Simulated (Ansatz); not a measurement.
**TePb under changes of volume**

One of the cells (33.730 Å³/atom); the others are scaled copies at fixed shape and fractional positions:

```
Pb Te
1.0
     0.00000    3.23100    3.23100
     3.23100    0.00000    3.23100
     3.23100    3.23100    0.00000
Pb Te
1 1
Direct
  0.00000 0.00000 0.00000
  0.50000 0.50000 0.50000
```

```yaml
Program: Ansatz 0.2.0
Functional: r2SCAN
Potentials_or_basis: Ansatz PAW
Cutoff: "500 eV (not typed: the program's choice for these potentials)"
k_mesh: 7 × 7 × 7
Occupations: fermi-dirac, width 0.05 eV
Spin: no spin polarisation
```

```csv
volume (Å³/atom),energy over the lowest point (meV/atom),pressure (GPa)
31.706,?,?
32.380,26.77,3.7
33.055,13.67,2.6
33.730,5.14,1.5
34.404,0.72,0.6
35.079,0.00,-0.2
35.753,2.61,-1.0
```

Q: What does the run at 31.706 Å³/atom give?

A: Energy over the lowest point 44.97 meV/atom; pressure 5.0 GPa.

Worked out: A Birch-Murnaghan fit of order 3 (a polynomial in V^(-2/3)) to the other rows has its minimum at 34.88 Å³/atom with B0 = V·E''(V) = 42 GPa and B' = 4.4. It gives 44.91 meV/atom at 31.706 Å³/atom, against the run's 44.97, and -dE/dV = 5.0 GPa, against 5.0.

Energies are extrapolated to zero smearing.

Caveats: the PAW data sets come from PBE, with cores solved anew for the run's functional, which leaves a small shift of forces and pressure.
